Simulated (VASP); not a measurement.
A run of VASP 6.6.1 is set up as follows.

File INCAR:

```
SYSTEM = SnTe
ALGO     = Fast           ! electronic algorithm
EDIFF    = 1E-7           ! SCF threshold, eV
EDIFFG   = -0.005         ! ionic threshold
ENCUT    = 600            ! plane-wave cutoff, eV
GGA      = PE             ! functional
IBRION   = 2              ! ionic algorithm
ISIF     = 3              ! what is computed and relaxed
ISMEAR   = 0              ! smearing method
LASPH    = .TRUE.         ! aspherical terms in the spheres
LCHARG   = .FALSE.        ! write CHGCAR
LREAL    = .FALSE.        ! projectors in reciprocal space
LWAVE    = .FALSE.        ! write WAVECAR
NELM     = 100            ! most SCF steps
NSW      = 90             ! ionic steps
PREC     = Accurate       ! precision mode
SIGMA    = 0.1            ! smearing width, eV
```

File KPOINTS:

```
k-points
0
G
  12 12 12
  0 0 0
```

The input POSCAR:

```
SnTe
1.0
    0.0000000000      3.1858130700      3.1858130700
    3.1858130700      0.0000000000      3.1858130700
    3.1858130700      3.1858130700      0.0000000000
Sn Te
1 1
Direct
    0.0000000000      0.0000000000      0.0000000000
    0.5000000000      0.5000000000      0.5000000000
```

Potentials or basis: VASP PAW PBE potentials, release 64 (Sn_d, Te).

Command:

```sh
$ cat potpaw_PBE.64/Sn_d/POTCAR potpaw_PBE.64/Te/POTCAR > POTCAR
$ mpirun -np 1 vasp_std > vasp.out
```

(1) What does it give for the band gap on the k mesh?

(2) Estimate the relaxed cell.

(3) What does it give for the space group after relaxing (to 0.05 Å)?

Answers

(1) 0.05 eV, direct.

(2) a = 4.532 Å, b = 4.532 Å, c = 4.532 Å, α = 60.00°, β = 60.00°, γ = 60.00°.

(3) Fm-3m (No. 225).

Caveat: spin-orbit coupling is left out, which moves the levels of the heavy elements.
